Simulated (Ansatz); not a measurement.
# S (R-3) in Ansatz: convergence with n extra bands

Aim: find how far n extra bands must go before the results for S settle, at r2SCAN. This setting moves, with any that are tied to it; all else stays.

All numbers are computed with Ansatz 0.2.0; they aren't measurements. Logs are shortened: lines on timing, memory, paths and dates and some standing lists are left out, and cuts for length are marked.

## (1) The crystal as given

Symmetry: R-3, No. 148, trigonal system. Conventional cell: a = 10.818 Å, b = 10.818 Å, c = 4.280 Å, α = 90.00°, β = 90.00°, γ = 120.00°. S (site symmetry 1) has 2 S at 2.06 Å as nearest neighbours.

This isn't the form of S at room conditions, which is orthorhombic, of S8 rings.

## (2) With n extra bands 1

File input.yaml:

```yaml
crystal:
  lattice:
    - [5.409, 3.122887606, 1.4266666667]
    - [-5.409, 3.122887606, 1.4266666667]
    - [0.0, -6.2457752121, 1.4266666667]
  atoms:
    - { symbol: S, position: [0.8517, 0.0827, 0.7491] }
    - { symbol: S, position: [0.0827, 0.7491, 0.8517] }
    - { symbol: S, position: [0.7491, 0.8517, 0.0827] }
    - { symbol: S, position: [0.1483, 0.9173, 0.2509] }
    - { symbol: S, position: [0.9173, 0.2509, 0.1483] }
    - { symbol: S, position: [0.2509, 0.1483, 0.9173] }
hamiltonian:
  xc: r2scan
  pseudopotentials: { kind: paw }
kpoints:
  mp_grid: { grid: [6, 6, 6] }
scf:
  occupations: { method: fermi_dirac, width: 0.1 }
  n_extra_bands: 1
output:
  forces: true
  stress: true
  eigenvalues: true
```

Potentials or basis: Ansatz PAW.

The run is started by

```console
> ansatz run input.yaml --threads 2 --pin off --max-ram 5632MiB --backend cpu --events-out ev --progress --plain --runs-dir out
```

What it wrote:

```text
Warning: RAYON_NUM_THREADS=2 ignored (pool sized by the plan → 2); use --threads N
scf.n_extra_bands = 1 over 18 filled bands (N_el = 36.0): the run solves 19 bands
Engine: ansatz 0.2.0, aarch64-unknown-linux-gnu
Pseudopotentials: kind: paw
Pseudopotential: S, paw, valence charge 6, recommended cutoff 500 eV (meta_gga), S.paw.azcp
Functional definition: r2SCAN
  parameter k0 = 0.174
  parameter k1 = 0.065
  parameter a1 = 4.9479
  exchange = r2scan_x(k0 = k0, k1 = k1, a1 = a1)
  correlation = r2scan_c
Crystal: 6 atoms, lattice volume = 144.593 Å³
Basis set: ecut = 500 eV, 3689 PW (Γ), exchange–correlation on 192×192×192 points (64 copies of the dense FFT grid, shifted against one another)
Bands: 19, of which v1, the nominal top of the filled ones, is band 18 counted from 1 (17 counted from 0)
Symmetry: 6 space group operations
Space group: R-3 (ITA 148), of the structure as read, at distance tolerance 5.2e-5 Å
k-points: 40 of 216
Non-local potential: S, projectors of the file, l = 0: 2, l = 1: 2, l = 2: 2
PAW form: soft (Blöchl's): semilocal exchange-correlation on the pseudo side does not see the compensation charge
PAW frozen core: S, regenerated for the run's functional (the file was generated under x = pbe(κ = 0.804, μ = 0.2195149727645171), c = pbe(β = 0.06672455060314922))
PAW one-centre angular grid: S, 302 points (default); XC on 160 Gauss nodes
Initial density: superposition of atomic densities (neutral atoms: chi_scale 0, normalization atom), corrected by the library's trained network
Initial wavefunctions: pseudopotential atomic-orbital guess
Functional: x = r2scan, c = r2scan; τ floored in thin density (d = 2e-4 eV/Å³)
SCF iter   1: F=—  HF=-5434.530814 eV  |F-HF|=—  |Δ(HF+E_count)|=         —  Δρ=6.31e-3  dr2=5.44e-2  dr2_τ=9.86e-2  ethr=1.77e-3  ⟨swp⟩=5.8  Hψ=3989  notcnv=0
preconditioner: auto → Resta (q_TF=auto, 2.164 Å⁻¹)  ε∞=5.0  [insulator: Δε(μ)=2.379 eV  Ē_g=9.319 eV  σ=0.100 eV  W_gap=1.00  n_scr=24 (ndim 8)  ℏωp=18.5 eV  f_vac=0.005  D(μ)=0.00/eV (n_scr^D=0)  ε∞_Penn≈5.0]
SCF iter   2: F=—  HF=-5434.563884 eV  |F-HF|=—  |Δ(HF+E_count)|=   3.31e-2  Δρ=3.44e-3  dr2=1.26e-2  dr2_τ=2.88e-4  ethr=1.51e-4  ⟨swp⟩=2.5  Hψ=1828  notcnv=0
SCF iter   3: F=—  HF=-5434.560143 eV  |F-HF|=—  |Δ(HF+E_count)|=   3.74e-3  Δρ=4.13e-4  dr2=1.81e-4  dr2_τ=1.10e-5  ethr=3.51e-5  ⟨swp⟩=2.0  Hψ=1241  notcnv=0
SCF iter   4: F=—  HF=-5434.560237 eV  |F-HF|=—  |Δ(HF+E_count)|=   9.43e-5  Δρ=9.32e-5  dr2=1.33e-5  dr2_τ=2.89e-7  ethr=5.03e-7  ⟨swp⟩=2.5  Hψ=1411  notcnv=0
SCF iter   5: F=—  HF=-5434.560200 eV  |F-HF|=—  |Δ(HF+E_count)|=   3.69e-5  Δρ=1.56e-5  dr2=2.44e-7  dr2_τ=9.03e-9  ethr=3.69e-8  ⟨swp⟩=2.0  Hψ=1260  notcnv=0
SCF iter   6: F=-5434.560200 eV  HF=-5434.560200 eV  |F-HF|=7.45e-9  |Δ(HF+E_count)|=   2.16e-7  Δρ=2.30e-6  dr2=9.74e-9  dr2_τ=3.33e-10  ethr=2.78e-10  ⟨swp⟩=6.9  Hψ=3853  notcnv=0
SCF 1 converged in 6 iterations: F = -5434.560200 eV  dr2 = 9.74e-9
SCF converged after 6 iterations
Free energy (F): -5434.560200 eV
Harris-Foulkes:  -5434.560200 eV  (|F-HF|=7.45e-9)
Internal energy: -5434.560194 eV  (E = F + TS)
E sigma→0 (E₀):  -5434.560197 eV
Entropy (-TS):   -0.000006 eV (-0.001 meV/atom)
Fermi energy:    4.612675 eV
--- Per-component energies (eV) ---
  E_band       = -117.731125
  E_kinetic    = 636.243402
  E_local      = -1013.422975  (includes V_loc(G=0)·N_el)
  E_nonlocal   = 172.226513
  E_hartree    = 326.625442
  E_xc         = -546.242982
  E_vxc        = -563.284850  (∫ρ·V_xc dr)
  E_paw        = -3656.631309  (= ΣΔE_a)
  E_vpaw       = -30.544608  (= ΣTr[D̂ρ^β])
  E_aug_tail   = 0.000005  (compensation charges beyond the density's cutoff)
  E_vtau       = 27.798852  (kinetic-family band-sum trace: ∫τ·v_τ [+ j·A + Jᵃ·Aᵃ] dr)
  E_ewald      = -1352.699690
  E_core_change = -0.658601  (= ΣΔE_core)
  E_smearing   = -0.000006  (= −TS)
  E_closure    = 0.000000  (closes the sum)
  Σ components = -5434.560200   (vs F -5434.560200, Δ=0.00e0)
--- Forces (eV/Å), atoms counted from 1 ---
  atom   1  S     -0.15437712     0.17701546     0.00112292
  atom   2  S      0.23048845     0.04518678     0.00112292
  atom   3  S     -0.07611133    -0.22220224     0.00112292
  atom   4  S      0.15437712    -0.17701546    -0.00112292
  atom   5  S     -0.23048845    -0.04518678    -0.00112292
  atom   6  S      0.07611133     0.22220224    -0.00112292
  max |Σ_I F_I| component: 8.33e-17 eV/Å
--- Stress (GPa, compression-positive) ---
        1.744252      -0.000000      -0.000000
        0.000000       1.744252       0.000000
       -0.000000       0.000000       0.506037
  P = ⅓ Tr σ = 1.3315 GPa (13.315 kbar)
--- Band table (eV; the first three rows and the last of 40) ---
  k-point 0: bands = ["-14.2162", "-12.1535", "-12.1535", "-8.6820", "-8.6820", "-5.5855", "-2.9992", "-2.9101", "-1.4942", "-1.4942", "0.1877", "0.3173", "0.3173", "2.1788", "2.5037", "2.5037", "2.5299", "2.5299", "6.1158"]
  k-point 1: bands = ["-14.1702", "-12.1778", "-12.1501", "-8.6695", "-8.6177", "-5.6757", "-3.0397", "-2.7373", "-1.7152", "-1.5916", "-0.1018", "0.0963", "0.2476", "2.1638", "2.3702", "2.5859", "2.6824", "2.7466", "6.1153"]
  k-point 2: bands = ["-14.0732", "-12.2287", "-12.1434", "-8.6440", "-8.4850", "-5.8751", "-3.0598", "-2.5470", "-1.8616", "-1.7269", "-0.6823", "-0.1807", "0.0569", "1.8991", "2.3756", "2.4919", "2.6867", "3.1380", "6.2120"]
  k-point 39: bands = ["-13.9391", "-12.2738", "-12.2738", "-8.6039", "-8.6039", "-5.4161", "-3.1551", "-2.2331", "-2.2331", "-1.5561", "-0.6174", "-0.3234", "-0.3234", "1.7185", "1.7185", "2.2841", "2.2841", "3.4646", "5.9181"]
```

It took 7.6 s on 2 threads of Arm Neoverse V1, shared host; peak memory 0.9 GiB.

What came out:

* Free energy: -5434.5602 eV
* Pressure: 1.3 GPa
* Largest force: 0.235 eV/Å
* Band gap on the k mesh: 2.40 eV, indirect (least direct gap 2.45 eV)

## (3) With n extra bands 2

Changes to input.yaml since step 2:

```diff
@@ -19,3 +19,3 @@
   occupations: { method: fermi_dirac, width: 0.1 }
-  n_extra_bands: 1
+  n_extra_bands: 2
 output:
```

Potentials or basis: Ansatz PAW.

The run is started by

```console
> ansatz run input.yaml --threads 2 --pin off --max-ram 5632MiB --backend cpu --events-out ev --progress --plain --runs-dir out
```

It took 7.7 s on 2 threads of Arm Neoverse V1, shared host; peak memory 0.9 GiB.

Results:

```
Free energy            : -5434.5602 eV
Pressure               : 1.3 GPa
Largest force          : 0.235 eV/Å
Band gap on the k mesh : 2.40 eV, indirect (least direct gap 2.45 eV)
```

## (4) With n extra bands 4

Changes to input.yaml since step 3:

```diff
@@ -19,3 +19,3 @@
   occupations: { method: fermi_dirac, width: 0.1 }
-  n_extra_bands: 2
+  n_extra_bands: 4
 output:
```

The run is started by

```console
> ansatz run input.yaml --threads 2 --pin off --max-ram 5632MiB --backend cpu --events-out ev --progress --plain --runs-dir out
```

Wall time 8.4 s (2 threads of Arm Neoverse V1, shared host); peak memory 0.91 GiB.

What came out:

- Free energy: -5434.5602 eV
- Pressure: 1.3 GPa
- Largest force: 0.235 eV/Å
- Band gap on the k mesh: 2.40 eV, indirect (least direct gap 2.45 eV)

## (5) With n extra bands 8

Changes to input.yaml since step 4:

```diff
@@ -19,3 +19,3 @@
   occupations: { method: fermi_dirac, width: 0.1 }
-  n_extra_bands: 4
+  n_extra_bands: 8
 output:
```

The run is started by

```console
> ansatz run input.yaml --threads 2 --pin off --max-ram 5632MiB --backend cpu --events-out ev --progress --plain --runs-dir out
```

It took 9.2 s on 2 threads of Arm Neoverse V1, shared host; peak memory 0.92 GiB.

It converged, with:

```
Free energy            : -5434.5602 eV
Pressure               : 1.3 GPa
Largest force          : 0.235 eV/Å
Band gap on the k mesh : 2.40 eV, indirect (least direct gap 2.45 eV)
```

## (6) With n extra bands 16

Changes to input.yaml since step 5:

```diff
@@ -19,3 +19,3 @@
   occupations: { method: fermi_dirac, width: 0.1 }
-  n_extra_bands: 8
+  n_extra_bands: 16
 output:
```

Potentials or basis: Ansatz PAW.

The run is started by

```console
> ansatz run input.yaml --threads 2 --pin off --max-ram 5632MiB --backend cpu --events-out ev --progress --plain --runs-dir out
```

Wall time 10 s (2 threads of Arm Neoverse V1, shared host); peak memory 0.94 GiB.

The run converged. Its results:

```yaml
Free_energy: -5434.5602 eV
Pressure: 1.3 GPa
Largest_force: 0.235 eV/Å
Band_gap_on_the_k_mesh: 2.40 eV, indirect (least direct gap 2.45 eV)
```

## (7) With n extra bands 32

Changes to input.yaml since step 6:

```diff
@@ -19,3 +19,3 @@
   occupations: { method: fermi_dirac, width: 0.1 }
-  n_extra_bands: 16
+  n_extra_bands: 32
 output:
```

The run is started by

```console
> ansatz run input.yaml --threads 2 --pin off --max-ram 5632MiB --backend cpu --events-out ev --progress --plain --runs-dir out
```

Wall time 13 s (2 threads of Arm Neoverse V1, shared host); peak memory 0.98 GiB.

Results (log left out):

```yaml
Free_energy: -5434.5602 eV
Pressure: 1.3 GPa
Largest_force: 0.235 eV/Å
Band_gap_on_the_k_mesh: 2.40 eV, indirect (least direct gap 2.45 eV)
```

## (8) Result

```tsv
n extra bands	energy less the tightest run, at zero smearing (meV/atom)	SCF cycles	CPU time (s)	peak memory (GiB)
1	0.00	6	15	0.9
2	0.00	6	15	0.9
4	0.00	6	17	0.91
8	0.00	6	18	0.92
16	0.00	6	21	0.94
32	0.00	6	26	0.98
```

Against the tightest run, the energy stays within 1 meV/atom from 1 on. The tightest run that finished is the yardstick and may itself not be fully converged.

Caveats: the PAW data sets come from PBE, with cores solved anew for the run's functional, which leaves a small shift of forces and pressure.
